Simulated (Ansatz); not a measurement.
Runs of Ansatz 0.2.0 on Rh. Symmetry: Fm-3m, No. 225, cubic system. The conventional cell has a = 3.796 Å, b = 3.796 Å, c = 3.796 Å, α = 90.00°, β = 90.00°, γ = 90.00°. Rh (site symmetry m-3m) has 12 Rh at 2.68 Å as nearest neighbours. 

| task | level | potentials or basis | spin | k mesh | cutoff (eV) | smearing | basis error allowed | mesh quality | gap on the mesh (eV) | pressure (GPa) |
| --- | --- | --- | --- | --- | --- | --- | --- | --- | --- | --- |
| single point | PBE | all-electron LAPW, scalar-relativistic | off | 12 × 12 × 12 | 278 | gaussian 0.024 eV | 0.001 eV/atom | not flagged | none | 7.2 |
| atomic charges | PBEsol | all-electron LAPW, relativistic spinors | SOC, no magnetisation | 9 × 9 × 9 | 278 | methfessel-paxton 0.1 eV | 0.001 eV/atom | coarse | none | (a) |
| single point | PBE | all-electron LAPW, scalar-relativistic | off | 7 × 7 × 7 | 239 | fermi-dirac 0.04 eV | 0.004 eV/atom | coarse | none | 6.1 |
| single point | PBE | all-electron LAPW, scalar-relativistic | off | 12 × 12 × 12 | 278 | gaussian 0.027 eV | 0.001 eV/atom | not flagged | none | 7.2 |

Alike in all rows: cell as given.

Problem. Estimate the missing entries.

Solution. (a) -3.3.

Caveats: some runs use coarse meshes; the k mesh is thin for a metal, which can move the energy by tens of meV per atom (some runs).

A k mesh can miss the band edges, and rows without SOC leave out spin-orbit coupling on Rh.

A gap of «none» marks a metal or a gap under the smearing width.
